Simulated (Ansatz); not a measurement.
## Fe, single point

We look at Fe: a measured crystal structure (space group Fm-3m, primitive cell doubled), with 2 atoms per cell. Source: COD entry 9016635; the sample's temperature and pressure aren't taken into account, and it need not be the stable phase.

Method: DFT, PBE, PAW, plane waves, scalar-relativistic (Ansatz development build ahead of 0.2.0).

Input:

```yaml
crystal:
  lattice:
    - [-1.7475, -3.495, -1.7475]
    - [-1.7475, 0.0, -1.7475]
    - [1.7475, 0.0, -1.7475]
  atoms:
    - { symbol: Fe, position: [0.0, 0.0, 0.0], spin: 4.0 }
    - { symbol: Fe, position: [0.5, 0.0, 0.5], spin: -4.0 }
magnetization:
  spin_polarized: true
hamiltonian:
  xc: pbe
  pseudopotentials: { kind: paw }
basis:
  ecutwfc: 420
kpoints:
  mp_grid: { grid: [7, 12, 10] }
scf:
  occupations: { method: fermi_dirac, width: 0.1 }
output:
  forces: true
  stress: true
```

What the program printed (shortened):

```
Warning: crystal.symmetry: narrowed to the stabiliser of the k-point mesh — unitary ops 16 → 4; excluded 12 operations that carry a point of the 7×12×10 mesh (shift [0, 0, 0]) off the mesh (the run samples exactly the mesh kpoints.mp_grid names, as under crystal.symmetry.detect: false, and its converged state has the mesh's symmetry, not the crystal's; [...]
Pseudopotentials: kind: paw
Pseudopotential: Fe, paw, valence charge 16, recommended cutoff 420 eV (normal), Fe.paw.azcp
Functional definition: PBE
Crystal: 2 atoms, lattice volume = 21.346 Å³
Basis set: ecut = 420 eV, 403 PW (Γ), exchange–correlation on 60×36×36 points (8 copies of the dense FFT grid, shifted against one another)
Bands: 24, of which v1, the nominal top of the filled ones, is band 16 counted from 1 (15 counted from 0)
Symmetry: 4 space group operations
k-points: 258 of 840
Non-local potential: Fe, projectors of the file, l = 0: 3, l = 1: 2, l = 2: 3, l = 3: 1
Initial density: superposition of atomic densities (chi_scale 0.1, normalization cell)
Starting moments: Σ|m| = 8 μB on 2 of 2 sites
Initial wavefunctions: pseudopotential atomic-orbital guess
Functional: x = pbe(κ = 0.804, μ = 0.2195149727645171), c = pbe(β = 0.06672455060314922)
spin-down is spin-up translated by (0.5, 0, 0.5): one eigenproblem is solved per k-point and the antiferromagnetic symmetry of the starting moments is kept exactly by this SCF (crystal.symmetry.spin_inversion_symmetry: false solves both channels; [...]
SCF iter   1: F=—  HF=-8963.437371 eV  |F-HF|=—  |Δ(HF+E_count)|=         —  Δρ=2.82e-1 (↑2.82e-1 ↓2.82e-1)  dr2=4.37e0  dr2_m=1.41e1  M=0.000 μB ∫|m|=3.180 μB  β_m=0.30  ethr=3.10e-3  ⟨swp⟩=4.6  Hψ=22864  notcnv=0  defer=107
Mixer restart at iter 1: flushing history
preconditioner: auto → none  [metal: Δε(μ)=0.005 eV  Ē_g=10.312 eV  σ=0.100 eV  W_gap=0.01  n_scr=6 (ndim 8)  ℏωp=32.1 eV  f_vac=0.000  D(μ)=2.81/eV (n_scr^D=36)  sad-step TF]
SCF iter   2: F=—  HF=-8960.509784 eV  |F-HF|=—  |Δ(HF+E_count)|=    2.93e0  Δρ=1.66e-1 (↑1.66e-1 ↓1.66e-1)  dr2=4.59e-1  dr2_m=5.23e0  M=0.000 μB ∫|m|=3.511 μB  β_m=0.50  ethr=3.10e-3  ⟨swp⟩=3.1  Hψ=12710  notcnv=0  defer=197
SCF iter   3: F=—  HF=-8961.021470 eV  |F-HF|=—  |Δ(HF+E_count)|=   5.12e-1  Δρ=9.28e-2 (↑9.28e-2 ↓9.28e-2)  dr2=8.19e-1  dr2_m=1.39e0  M=0.000 μB ∫|m|=2.970 μB  β_m=0.48  ethr=1.43e-3  ⟨swp⟩=2.9  Hψ=12183  notcnv=0  defer=197
SCF iter   4: F=—  HF=-8960.761993 eV  |F-HF|=—  |Δ(HF+E_count)|=   2.59e-1  Δρ=1.17e-2 (↑1.17e-2 ↓1.17e-2)  dr2=1.68e-2  dr2_m=2.00e-2  M=0.000 μB ∫|m|=2.933 μB  β_m=0.74  ethr=1.43e-3  ⟨swp⟩=2.8  Hψ=12852  notcnv=0  defer=210
SCF iter   5: F=—  HF=-8960.798791 eV  |F-HF|=—  |Δ(HF+E_count)|=   3.68e-2  Δρ=3.08e-3 (↑3.08e-3 ↓3.08e-3)  dr2=3.60e-3  dr2_m=5.30e-4  M=0.000 μB ∫|m|=2.749 μB  β_m=0.87  ethr=5.24e-5  ⟨swp⟩=2.0  Hψ=10379  notcnv=0  defer=213
SCF iter   6: F=—  HF=-8960.798122 eV  |F-HF|=—  |Δ(HF+E_count)|=   6.69e-4  Δρ=1.49e-3 (↑1.49e-3 ↓1.49e-3)  dr2=1.18e-3  dr2_m=1.51e-5  M=0.000 μB ∫|m|=2.701 μB  β_m=0.90  ethr=1.12e-5  ⟨swp⟩=2.0  Hψ=8275  notcnv=0  defer=213
SCF iter   7: F=—  HF=-8960.798136 eV  |F-HF|=—  |Δ(HF+E_count)|=   1.37e-5  Δρ=4.15e-4 (↑4.15e-4 ↓4.15e-4)  dr2=6.49e-5  dr2_m=8.58e-6  M=0.000 μB ∫|m|=2.713 μB  β_m=0.95  ethr=3.69e-6  ⟨swp⟩=2.4  Hψ=7659  notcnv=0  defer=213
SCF iter   8: F=—  HF=-8960.798127 eV  |F-HF|=—  |Δ(HF+E_count)|=   8.72e-6  Δρ=9.41e-5 (↑9.41e-5 ↓9.41e-5)  dr2=1.66e-7  dr2_m=1.67e-6  M=0.000 μB ∫|m|=2.715 μB  β_m=0.97  ethr=2.03e-7  ⟨swp⟩=2.3  Hψ=8781  notcnv=0  defer=213
SCF iter   9: F=—  HF=-8960.798127 eV  |F-HF|=—  |Δ(HF+E_count)|=   1.50e-7  Δρ=2.10e-5 (↑2.10e-5 ↓2.10e-5)  dr2=1.12e-9  dr2_m=8.48e-8  M=0.000 μB ∫|m|=2.715 μB  β_m=0.99  ethr=5.19e-10  ⟨swp⟩=2.1  Hψ=10574  notcnv=0  defer=213
SCF iter  10: F=-8960.798127 eV  HF=-8960.798127 eV  |F-HF|=1.23e-9  |Δ(HF+E_count)|=   5.76e-9  Δρ=1.90e-6 (↑1.90e-6 ↓1.90e-6)  dr2=1.46e-9  dr2_m=1.43e-10  M=0.000 μB ∫|m|=2.715 μB  ethr=3.49e-12  ⟨swp⟩=1.1  Hψ=18069  notcnv=0
SCF 1 converged in 10 iterations: F = -8960.798127 eV  dr2 = 1.46e-9
  greatest PAW one-centre occupation: 1.000 electrons in one spin orbital (limit 2), on the Fe atom at site 1 (counted from 0), in its partial waves of l = 0
SCF converged after 10 iterations
Magnetization: 0.0000 μB (16.0000 up, 16.0000 down)
Absolute magnetization: 2.7147 μB (∫|ρ↑−ρ↓|, with the PAW one-centre terms)
Spin contamination: 0.8489 ħ² per cell (⟨S²⟩ above its minimum at these occupations)
Per-site moments (μB) at R_I (Å): [(1.3148, 1.0194), (-1.3148, 1.0194)]
Free energy (F): -8960.798127 eV
Harris-Foulkes:  -8960.798127 eV  (|F-HF|=1.23e-9)
Internal energy: -8960.696244 eV  (E = F + TS)
E sigma→0 (E₀):  -8960.747185 eV
Entropy (-TS):   -0.101883 eV (-50.941 meV/atom)
Fermi energy:    20.165217 eV
--- Per-component energies (eV) ---
  E_band       = -384.809017
  E_kinetic    = 706.105859
  E_local      = -3966.583230  (includes V_loc(G=0)·N_el)
  E_nonlocal   = 430.047793
  E_hartree    = 1671.929910
  E_xc         = -237.782067
  E_vxc        = -306.344926  (∫ρ·V_xc dr)
  E_paw        = -2728.587976  (= ΣΔE_a)
  E_vpaw       = -591.899115  (= ΣTr[D̂ρ^β])
  E_aug_tail   = 0.001634  (compensation charges beyond the density's cutoff)
  E_ewald      = -4835.828166
  E_smearing   = -0.101883  (= −TS)
  E_closure    = 0.000000  (closes the sum)
  Σ components = -8960.798127   (vs F -8960.798127, Δ=0.00e0)
--- Forces (eV/Å), atoms counted from 1 ---
  atom   1  Fe     0.00000000     0.00000000    -0.00000000
  atom   2  Fe    -0.00000000     0.00000000    -0.00000000
  max |Σ_I F_I| component: 6.31e-29 eV/Å
--- Stress (GPa, compression-positive) ---
       -4.678867      -0.016109      -0.188349
       -0.016110       7.972019      -0.016110
       -0.188349      -0.016109      -4.678867
  P = ⅓ Tr σ = -0.4619 GPa (-4.619 kbar)
```

Among 13 converged runs of this cell from various starts and settings, this end is the lowest found.

The mesh is too coarse to rank close states of a metal with certainty: differences of some tens of meV/atom may change, at times in sign. The mesh has less symmetry than the lattice, which lowers the symmetry of the run.

The run took 5.3 s on 2 threads of Intel(R) Xeon(R) 6975P-C (shared host), peak memory 0.54 GiB.
